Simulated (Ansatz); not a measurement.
One run on CrCuO2 (R-3m): field of 200 T on the spins

Theory: DFT, PBEsol, PAW with Ansatz's default frozen-core files, scalar-relativistic (Ansatz).

Command: `ansatz run input.yaml --threads 2 --pin off --max-ram 6144MiB --backend cpu --events-out ev --progress --plain --runs-dir out`

```yaml
crystal:
  lattice:
    - [1.4867, 0.8583466452, 5.7]
    - [-1.4867, 0.8583466452, 5.7]
    - [0.0, -1.7166932904, 5.7]
  atoms:
    - { symbol: Cr, position: [0.5, 0.5, 0.5], spin: 2.4 }
    - { symbol: Cu, position: [0.0, 0.0, 0.0] }
    - { symbol: O, position: [0.10792, 0.10792, 0.10792] }
    - { symbol: O, position: [0.89208, 0.89208, 0.89208] }
magnetization:
  spin_polarized: true
  magnetic_field: 200
kpoints:
  mp_grid: { grid: [11, 11, 11] }
scf:
  occupations: { method: fermi_dirac, width: 0.08 }
  convergence: { dr2_threshold: 1.0e-10 }
  lower_state_search: "off"
hamiltonian:
  xc: pbesol
  pseudopotentials: { kind: paw }
output:
  forces: true
  stress: true
  eigenvalues: true
  write_density: true
  write_potential: true
  elf: true
  volumetric_format: npy
```

The program prints:

```
basis.fft_grid_basis auto: the FFT boxes are laid along the combinations [[1, -1, 0], [0, 1, 0], [0, -1, 1]] of the cell's own vectors, 2.973, 5.953 and 2.973 Å long. The dense box has 20×40×20 points. Along the cell's own vectors, as sized, it would have 40×40×40, 4.00 times as many. Of the 12 symmetry operations that the crystal satisfies within crystal.symmetry.tolerance (time reversal apart; o …
Engine: ansatz 0.2.0
Pseudopotentials: kind: paw
Pseudopotential: Cr, paw, valence charge 14, recommended cutoff 420 eV (normal), Cr.paw.azcp
Pseudopotential: Cu, paw, valence charge 19, recommended cutoff 420 eV (normal), Cu.paw.azcp
Pseudopotential: O, paw, valence charge 6, recommended cutoff 420 eV (normal), O.paw.azcp
Functional definition: PBEsol
  exchange = pbesol_x
  correlation = pbesol_c
Crystal: 4 atoms, lattice volume = 43.643 Å³
Basis set: ecut = 420 eV, 817 PW (Γ), FFT grids on a1−a2, a2, −a2+a3, exchange–correlation on 40×80×40 points (8 copies of the dense FFT grid, shifted against one another)
Bands: 29, of which v1, the nominal top of the filled ones, is band 23 counted from 1 (22 counted from 0)
Symmetry: 12 space group operations
Space group: R-3m (ITA 166), of the structure as read, at distance tolerance 3.5e-5 Å
Magnetic group: BNS 166.97 (UNI 1327), of the structure as read, at distance tolerance 3.5e-5 Å
k-points: 146 of 1331
Non-local potential: Cr, projectors of the file, l = 0: 3, l = 1: 2, l = 2: 3, l = 3: 1
Non-local potential: Cu, projectors of the file, l = 0: 3, l = 1: 2, l = 2: 3, l = 3: 1
Non-local potential: O, projectors of the file, l = 0: 2, l = 1: 2, l = 2: 1
PAW form: soft (Blöchl's): semilocal exchange-correlation on the pseudo side does not see the compensation charge
PAW frozen core: Cr, regenerated for the run's functional, and the local potential with it (the file was generated under x = pbe(κ = 0.804, μ = 0.2195149727645171), c = pbe(β = 0.06672455060314922))
PAW frozen core: Cu, regenerated for the run's functional, and the local potential with it (the file was generated under x = pbe(κ = 0.804, μ = 0.2195149727645171), c = pbe(β = 0.06672455060314922))
PAW frozen core: O, regenerated for the run's functional, and the local potential with it (the file was generated under x = pbe(κ = 0.804, μ = 0.2195149727645171), c = pbe(β = 0.06672455060314922))
PAW one-centre angular grid: Cr, 590 points (default); XC on 64 Gauss nodes
PAW one-centre angular grid: Cu, 590 points (default); XC on 64 Gauss nodes
PAW one-centre angular grid: O, 110 points (default); XC on 64 Gauss nodes
Initial density: superposition of atomic densities (chi_scale 0.1, normalization cell, long waves kept (reshape's long-wave potential 0.32 eV rms))
Starting moments: Σ|m| = 2.4 μB on 1 of 4 sites
Magnetic field: 200 T along the axis of the moments, on the spin alone (11.5768 meV per μB along it)
Initial wavefunctions: pseudopotential atomic-orbital guess
Functional: x = pbesol(κ = 0.804, μ = 0.12345679012345678), c = pbesol(β = 0.046)
SCF iter   1: F=—  HF=-11059.739642 eV  |F-HF|=—  |Δ(HF+E_count)|=         —  Δρ=4.26e-2 (↑4.26e-2 ↓3.85e-2)  dr2=1.92e0  dr2_m=2.22e-1  M=2.824 μB ∫|m|=2.851 μB  β_m=1.00  ethr=3.10e-3  ⟨swp⟩=4.3  Hψ=28363  notcnv=0
preconditioner: auto → Kerker (q_TF=auto, 2.742 Å⁻¹)  [metal: Δε(μ)=0.003 eV  Ē_g=10.368 eV  σ=0.080 eV  W_gap=0.01  n_scr=16 (ndim 8)  ℏωp=30.3 eV  f_vac=0.000  D(μ)=1.64/eV (n_scr^D=16)]
spin=Collinear: Kerker preconditioning applied to the charge; magnetization (m = ρ↑ − ρ↓) channel mixes plain (no charge-response kernel on spin).
[...]
SCF iter  15: F=—  HF=-11060.241107 eV  |F-HF|=—  |Δ(HF+E_count)|=  2.98e-10  Δρ=7.31e-7 (↑5.31e-7 ↓7.31e-7)  dr2=3.82e-10  dr2_m=1.53e-11  M=3.000 μB ∫|m|=3.061 μB  β_m=0.68  ethr=1.00e-12  ⟨swp⟩=7.5  Hψ=38872  notcnv=0
SCF iter  16: F=—  HF=-11060.241107 eV  |F-HF|=—  |Δ(HF+E_count)|=  2.91e-11  Δρ=6.04e-7 (↑6.04e-7 ↓4.33e-7)  dr2=3.28e-10  dr2_m=4.30e-12  M=3.000 μB ∫|m|=3.061 μB  β_m=0.51  ethr=1.00e-12  ⟨swp⟩=2.0  Hψ=14139  notcnv=0
[...]
E sigma→0 (E₀):  -11060.241016 eV
Entropy (-TS):   -0.000182 eV (-0.045 meV/atom)
Fermi energy:    12.319739 eV
--- Per-component energies (eV) ---
  E_band       = -673.287589
  E_kinetic    = 988.592245
  E_local      = -6897.569329  (includes V_loc(G=0)·N_el)
  E_nonlocal   = 575.682612
  E_hartree    = 2950.502203
  E_xc         = -369.976369
  E_vxc        = -475.535204  (∫ρ·V_xc dr)
  E_paw        = -3102.469345  (= ΣΔE_a)
  E_vpaw       = -765.432390  (= ΣTr[D̂ρ^β])
  E_aug_tail   = 0.005490  (compensation charges beyond the density's cutoff)
  E_zeeman     = -0.034729  (= −μ_B·B·M)
  E_ewald      = -5205.410481
  E_core_change = 0.436778  (= ΣΔE_core)
  E_smearing   = -0.000182  (= −TS)
  E_closure    = -0.000000  (closes the sum)
  Σ components = -11060.241107   (vs F -11060.241107, Δ=0.00e0)
--- Forces (eV/Å), atoms counted from 1 ---
  atom   1  Cr    -0.00000000     0.00000000    -0.00000000
  atom   2  Cu     0.00000000     0.00000000    -0.00000000
  atom   3  O      0.00000000    -0.00000000     0.06262812
  atom   4  O     -0.00000000     0.00000000    -0.06262812
  max |Σ_I F_I| component: 7.78e-29 eV/Å
--- Stress (GPa, compression-positive) ---
       -2.604140       0.000000       0.000000
        0.000000      -2.604140      -0.000000
        0.000000      -0.000000      -5.585670
  P = ⅓ Tr σ = -3.5980 GPa (-35.980 kbar)
--- Band table (eV; the first three rows and the last of 292) ---
  k-point 0 ↑: bands = ["-100.0319", "-60.9605", "-57.7539", "-57.4771", "-57.4771", "-32.4255", "-32.3624", "-32.3624", "-8.5716", "-7.0308", "3.3208", "5.8054", "5.8054", "7.5803", "7.6735", "8.8351", "8.8351", "9.5418", "9.5418", "9.7962", "9.7962", "10.6184", "10.6184", "10.9743", "13.7963", "14.5985", "14.5985", "18.1028", "20.0973"]
  k-point 1 ↑: bands = ["-100.0318", "-60.9588", "-57.7538", "-57.4781", "-57.4773", "-32.4227", "-32.3778", "-32.3658", "-8.4873", "-7.0405", "3.4411", "5.5859", "5.8640", "7.5802", "7.7968", "8.5688", "8.5986", "9.5279", "9.5990", "9.7821", "9.8076", "10.7290", "10.8149", "11.0077", "13.9079", "14.3756", "14.5463", "18.4863", "20.2892"]
  k-point 2 ↑: bands = ["-100.0317", "-60.9543", "-57.7535", "-57.4807", "-57.4780", "-32.4199", "-32.4145", "-32.3748", "-8.2543", "-7.0681", "3.7740", "5.2134", "6.0203", "6.9724", "8.0190", "8.1423", "8.5248", "9.4950", "9.7285", "9.7826", "9.8497", "10.8450", "11.1374", "11.1630", "13.8558", "14.2645", "14.4297", "19.3319", "20.7848"]
  k-point 145 ↓: bands = ["-100.0024", "-57.9984", "-57.7190", "-57.4499", "-57.4492", "-29.4936", "-29.4792", "-29.4735", "-8.2118", "-7.1635", "5.0056", "5.4859", "6.5447", "6.8800", "7.9180", "8.0070", "8.1470", "9.5672", "9.6412", "10.4939", "10.5546", "13.5201", "13.6938", "14.3927", "14.6939", "15.7970", "15.9460", "17.6076", "21.2232"]
```

Site moments (μB): Cr1 2.39, Cu2 0.01, O3 0.00, O4 0.00. Cell moment 3.00 μB.

The magnetic group in the log treats spin as a scalar label, without spin–orbit coupling.

The PAW files were made with PBE; the program remakes their cores once for the run's functional and then keeps them frozen. The Ansatz runs typed with the search for lower states off end where their start leads. These are results for the start and cell typed. The real compound can order otherwise, in a larger cell, or not at all, since semilocal functionals without spin fluctuations often overstate magnetism; near a collapse of the moment, mesh and smearing move it by tens of per cent.

It took 7.1 s on 2 threads of AMD EPYC 9R45 96-Core Processor (Zen 5), on a shared host, peak memory 0.61 GiB.
